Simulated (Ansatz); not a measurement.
**Sr: energies, forces and stress near the listed structure**

Aim: see how energy, forces, stress and gap of Sr answer to random distortions, further strains and shifts, swapped elements, distortions that keep the symmetry. Nothing is relaxed unless a step says so.

Computed with Ansatz 0.2.0 (DFT PBE, scalar-relativistic, plane waves, PAW, unless a step's input says otherwise).

1 further run of the same task is left out (it didn't finish).

## 1. The system as given

The structure is tetragonal, space group I4_1/amd (No. 141). The conventional cell has a = 7.413 Å, b = 7.413 Å, c = 4.042 Å, α = 90.00°, β = 90.00°, γ = 90.00°. Sr (site symmetry -4m2) is surrounded by 6 Sr at 3.84 to 4.04 Å.

Structure file:

```cif
data_structure
_symmetry_space_group_name_H-M 'P 1'
_symmetry_Int_Tables_number 1
_cell_length_a 5.6177
_cell_length_b 5.6177
_cell_length_c 5.6177
_cell_angle_alpha 97.436
_cell_angle_beta 97.436
_cell_angle_gamma 137.832
_cell_volume 111.04
loop_
_atom_site_label
_atom_site_type_symbol
_atom_site_fract_x
_atom_site_fract_y
_atom_site_fract_z
_atom_site_occupancy
Sr1 Sr 0.75000 0.25000 0.50000 1
Sr2 Sr 0.00000 0.00000 0.00000 1
```

The structure comes from the Materials Project (structure only).

## 2. A change within the space group

Against the listed cell: strain xx, yy, zz, yz, xz, xy = +2.6, +2.6, +5.6, +0.0, +0.0, +0.0 %.

The input, input.yaml:

```yaml
crystal:
  lattice:
    - [-3.803094228, 3.803094228, 2.1342476367]
    - [3.803094228, -3.803094228, 2.1342476367]
    - [3.803094228, 3.803094228, -2.1342476367]
  atoms:
    - { symbol: Sr, position: [0.75, 0.25, 0.5] }
    - { symbol: Sr, position: [0.0, 0.0, 0.0] }
basis:
  ecutwfc: 420
kpoints:
  mp_grid: { grid: [12, 12, 12] }
hamiltonian:
  xc: pbe
scf:
  occupations: { method: gaussian, width: 0.1 }
output:
  forces: true
  stress: true
  eigenvalues: true
```

On the command line:

```sh
ansatz run input.yaml --threads 1 --pin off --max-ram 1331MiB --backend cpu --events-out ev --progress --plain --runs-dir out
```

## 3. A distortion that keeps the symmetry

input.yaml: that of step 2 with these lines changed.

```diff
@@ -2,5 +2,5 @@
   lattice:
-    - [-3.803094228, 3.803094228, 2.1342476367]
-    - [3.803094228, -3.803094228, 2.1342476367]
-    - [3.803094228, 3.803094228, -2.1342476367]
+    - [-3.873181463, 3.873181463, 1.9905835287]
+    - [3.873181463, -3.873181463, 1.9905835287]
+    - [3.873181463, 3.873181463, -1.9905835287]
   atoms:
```

## 4. A random distortion, cell strained

The input, input.yaml:

```yaml
crystal:
  lattice:
    - [-3.6082874414, 3.6181345909, 1.9519226442]
    - [3.6051752916, -3.6063730898, 1.9246438472]
    - [3.6102888749, 3.6083745233, -1.930351639]
  atoms:
    - { symbol: Sr, position: [0.7620185289, 0.2692938644, 0.4913891217] }
    - { symbol: Sr, position: [-0.0120185289, -0.0192938644, 0.0086108783] }
basis:
  ecutwfc: 420
kpoints:
  mp_grid: { grid: [12, 12, 8] }
hamiltonian:
  xc: pbe
scf:
  occupations: { method: gaussian, width: 0.1 }
output:
  forces: true
  stress: true
  eigenvalues: true
```

## 5. A distortion that keeps the symmetry

The input, input.yaml:

```yaml
crystal:
  lattice:
    - [-3.5163332881, 3.5163332881, 2.0991450125]
    - [3.5163332881, -3.5163332881, 2.0991450125]
    - [3.5163332881, 3.5163332881, -2.0991450125]
  atoms:
    - { symbol: Sr, position: [0.75, 0.25, 0.5] }
    - { symbol: Sr, position: [0.0, 0.0, 0.0] }
basis:
  ecutwfc: 420
kpoints:
  mp_grid: { grid: [10, 10, 10] }
hamiltonian:
  xc: pbe
scf:
  occupations: { method: gaussian, width: 0.1 }
output:
  forces: true
  stress: true
  eigenvalues: true
```

## 6. A change within the space group

The input, input.yaml:

```yaml
crystal:
  lattice:
    - [-3.8033166095, 3.8033166095, 2.1343688893]
    - [3.8033166095, -3.8033166095, 2.1343688893]
    - [3.8033166095, 3.8033166095, -2.1343688893]
  atoms:
    - { symbol: Sr, position: [0.75, 0.25, 0.5] }
    - { symbol: Sr, position: [0.0, 0.0, 0.0] }
basis:
  ecutwfc: 420
kpoints:
  mp_grid: { grid: [12, 12, 12] }
hamiltonian:
  xc: pbe
scf:
  occupations: { method: gaussian, width: 0.1 }
output:
  forces: true
  stress: true
  eigenvalues: true
```

## 7. One element swapped, cell strained: Sr → Ba, first probe

The input, input.yaml:

```yaml
crystal:
  lattice:
    - [-4.0492882213, 4.0492882213, 2.3365718814]
    - [4.0492882213, -4.0492882213, 2.3365718814]
    - [4.0492882213, 4.0492882213, -2.3365718814]
  atoms:
    - { symbol: Ba, position: [0.75, 0.25, 0.5] }
    - { symbol: Ba, position: [0.0, 0.0, 0.0] }
basis:
  ecutwfc: 420
kpoints:
  mp_grid: { grid: [4, 4, 4] }
hamiltonian:
  xc: pbe
scf:
  occupations: { method: gaussian, width: 0.1 }
output:
  forces: true
  stress: true
  eigenvalues: true
```

## 8. Substitution of an element, cell strained: Sr → Ba

input.yaml: that of step 7 with these lines changed.

```diff
@@ -11,3 +11,3 @@
 kpoints:
-  mp_grid: { grid: [4, 4, 4] }
+  mp_grid: { grid: [10, 10, 10] }
 hamiltonian:
```

## 9. A change within a subgroup

The input, input.yaml:

```yaml
crystal:
  lattice:
    - [-3.7040357155, 3.7162418094, 2.043449657]
    - [3.7162418094, -3.7040357155, 2.043449657]
    - [3.8522900466, 3.8522900466, -2.021063253]
  atoms:
    - { symbol: Sr, position: [0.7442765373, 0.2557234627, 0.5] }
    - { symbol: Sr, position: [0.0057234627, -0.0057234627, 0.0] }
basis:
  ecutwfc: 420
kpoints:
  mp_grid: { grid: [10, 10, 8] }
hamiltonian:
  xc: pbe
scf:
  occupations: { method: gaussian, width: 0.1 }
output:
  forces: true
  stress: true
  eigenvalues: true
```

## 10. A change within a subgroup

The input, input.yaml:

```yaml
crystal:
  lattice:
    - [-3.5618473678, 3.8686316832, 2.1452027441]
    - [3.5618473678, -3.8630540641, 2.1349731953]
    - [3.5618473678, 3.8630540641, -2.1349731953]
  atoms:
    - { symbol: Sr, position: [0.8164526103, 0.2913902051, 0.5250624051] }
    - { symbol: Sr, position: [-0.0664526103, -0.0413902051, -0.0250624051] }
basis:
  ecutwfc: 420
kpoints:
  mp_grid: { grid: [10, 10, 10] }
hamiltonian:
  xc: pbe
scf:
  occupations: { method: gaussian, width: 0.1 }
output:
  forces: true
  stress: true
  eigenvalues: true
  write_density: true
  write_potential: true
  elf: true
  volumetric_format: npy
```

What does the calculation give? Wanted: for each run, case; energy; pressure; largest force.

**Answer**, as computed:

```
step                                                case  energy (meV/atom)  pressure (GPa)  largest force (eV/Å)  gap on the mesh (eV)
   2                     a change within the space group               +0.0            -0.7                  0.00                  0.00
   3                a distortion that keeps the symmetry               -9.8            -0.5                  0.00                  0.00
   4                  a random distortion, cell strained              -5.6*             0.9                  0.25                  0.00
   5                a distortion that keeps the symmetry             +20.7*             0.6                  0.00                  0.00
   6                     a change within the space group               +0.0            -0.7                  0.00                  0.00
   8  substitution of an element, cell strained: Sr → Ba                n/a            -1.3                  0.00                  0.00
   9                          a change within a subgroup             -14.1*            -0.4                  0.19                  0.00
  10                          a change within a subgroup             +89.9*            -0.1                  0.49                  0.00
```

Energies are counted from step 2, with the smearing taken to zero; a star marks another k mesh, which can shift energies by itself, so starred rows don't rank against the others. Other atoms or functionals have another zero of energy (n/a). A gap of 0.00 means none on the mesh at this level.

**Reading.** Among the distorted cells of the listed formula and level the largest force, 0.49 eV/Å, comes in step 10, shared by 2 atoms. The pressure is 0.9 GPa in the smallest cell and -0.7 GPa in the largest; between them shape and moved atoms count too. The distorted cells of the listed formula and level show no gap on the mesh.
